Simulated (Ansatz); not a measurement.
Wanted: an ASE script for an Ansatz 0.2.0 run.

| Property | Result |
| --- | --- |
| Task | electrostatic potential |
| Functional | BLYP |
| Dispersion | D4 |
| Potentials or basis | Ansatz PAW |
| Cutoff | 420 eV |
| Density cutoff | 1680 eV |
| k mesh | 6 × 6 × 6 |
| Occupations | methfessel-paxton, width 0.1 eV |
| Spin | non-collinear spin, ferrimagnetic start, spin-orbit coupling |
| Starting moments | [[0.354, 0.354, 0.0], [-0.177, -0.177, -0.0]] μB |
| Driver | chain |

The structure of Sn lies in Sn.xyz:

```xyz
2
Lattice="0.0000000000 3.2333428000 3.2333428000 3.2333428000 0.0000000000 3.2333428000 3.2333428000 3.2333428000 0.0000000000" Properties=species:S:1:pos:R:3 pbc="T T T"
Sn     4.9593011866      4.9247820189      5.0365910129
Sn     3.2370579109      3.2267500140      3.2347525375
```

This isn't the form of Sn at room conditions, which is tetragonal (white tin).

The cell isn't the ideal one: atoms moved at random, drawn with an rms of 0.15 Å.

One way to write it, as run:

run.py

```python
import json

import ase.io
import numpy as np

import ansatz as az

atoms = ase.io.read("Sn.xyz")
atoms.set_initial_magnetic_moments([[0.354, 0.354, 0.0], [-0.177, -0.177, -0.0]])

calculation = (
    az.Crystal.from_ase(atoms)
    .calculation()
    .kpoints(6, 6, 6)
    .functional("blyp", dispersion="d4")
    .pseudopotentials(kind="paw_fr")
    .spin("noncollinear", soc=True)
    .occupations(method="methfessel_paxton", width=0.1)
    .density()
    .potential()
    .output_files(volumetric_format="npy")
    .electron_localization_function()
    .forces()
    .stress()
    .band_table(publish=True)
)
outcome = calculation.run(threads=2, events_out="events.jsonl")

report = outcome.report
for line in open("events.jsonl"):
    event = json.loads(line)
    if event["event"] == "scf_iter":
        d = event["data"]
        print(f"SCF {d['iter']:3d}  HF = {d['harris_foulkes_ev']:.6f} eV  dr2 = {d['dr2_ev']:.2e} eV")
    elif event["event"] in ("relax_step", "md_step"):
        d = event["data"]
        print(f"{event['event']} {d['step']:3d}  E = {d['lagrangian_ev']:.6f} eV")
np.set_printoptions(precision=5, suppress=True, linewidth=110)
print("converged:", report["converged"], "after", report["n_iterations"], "iterations")
print(f"free energy {report['free_energy_ev']:.6f} eV, Fermi level {report['fermi_energy_ev']:.4f} eV")
for key in ("band_edges_ev", "magnetization_mub", "site_moments_mub", "site_moments_nc_mub", "forces_ev_ang",
                "stress_gpa", "kpoints_frac", "eigenvalues_ev"):
    if report.get(key) is not None:
        print(key, np.array(report[key]), sep="\n")
```

Potentials or basis: Ansatz PAW.

The run is started by

```sh
$ python run.py
```

Results of the run:

* Pressure: 4.0 GPa
* Largest force: 1.479 eV/Å
* Band gap on the k mesh: none (metal or under the smearing width)
* Net moment: 0.00 μB per cell
* Absolute moment: 0.00 μB per cell

Caveat: the potentials were made for another functional, which shifts forces and pressure; pairwise dispersion overbinds metals, which lowers pressure and volume; the starting moments weren't kept; the thresholds are loose for stress.

Wall time 3.3 min on 2 threads of Arm Neoverse V1, with other jobs on the host, peak memory 1.3 GiB.
